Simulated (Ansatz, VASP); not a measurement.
# Ag in VASP and in Ansatz

INCAR

```
PREC = Accurate
ENCUT = 520
EDIFF = 1E-6
ISMEAR = -1
SIGMA = 1.0
LREAL = False
LASPH = True
NELM = 60
ALGO = Normal
ISIF = 2
LWAVE = False
LCHARG = False
GGA = PE
NBANDS = 12
```

KPOINTS

```
regular mesh
0
Gamma
  13 13 13
```

POSCAR

```
Ag
1.0
    0.0000000000      2.0734381516      2.0734381516
    2.0734381516      0.0000000000      2.0734381516
    2.0734381516      2.0734381516      0.0000000000
Ag
1
Direct
    0.0000000000      0.0000000000      0.0000000000
```

Input for Ansatz:

```yaml
crystal:
  lattice:
    - [0.0, 2.0734381516, 2.0734381516]
    - [2.0734381516, 0.0, 2.0734381516]
    - [2.0734381516, 2.0734381516, 0.0]
  atoms:
    - { symbol: Ag, position: [0.0, 0.0, 0.0] }
hamiltonian:
  xc: pbe
  pseudopotentials:
    kind: paw
    azcp:
      Ag: "pseudopotentials/Ag.paw.azcp"
basis:
  ecutwfc: 420
  fft_grid_basis: typed
kpoints:
  mp_grid: { grid: [13, 13, 13], shift: [0, 0, 0] }
magnetization:
  spin_polarized: false
scf:
  occupations: { method: fermi_dirac, width: 1.0 }
  lower_state_search: "off"
output:
  stress: true
```

Alike in both runs: task single point; functional PBE; k mesh 13 × 13 × 13; occupations fermi-dirac, width 1 eV; no spin polarisation.

|  | VASP | Ansatz |
| --- | --- | --- |
| version | VASP 6.6.1 | Ansatz 0.2.0 |
| potentials or method | VASP PAW PBE potentials, release 64 (Ag) | plane waves (420 eV) with PAW, scalar-relativistic |
| plane-wave cutoff (eV) | 520 | 420 |
| valence electrons in the cell | 11 | 19 |

Ansatz gave:

```
pressure (GPa) : 4.3
```

Problem. What did VASP give for the same quantities?

Solution. Pressure (GPa): 4.1.

The two sets of potentials don't hold the same shells in valence.
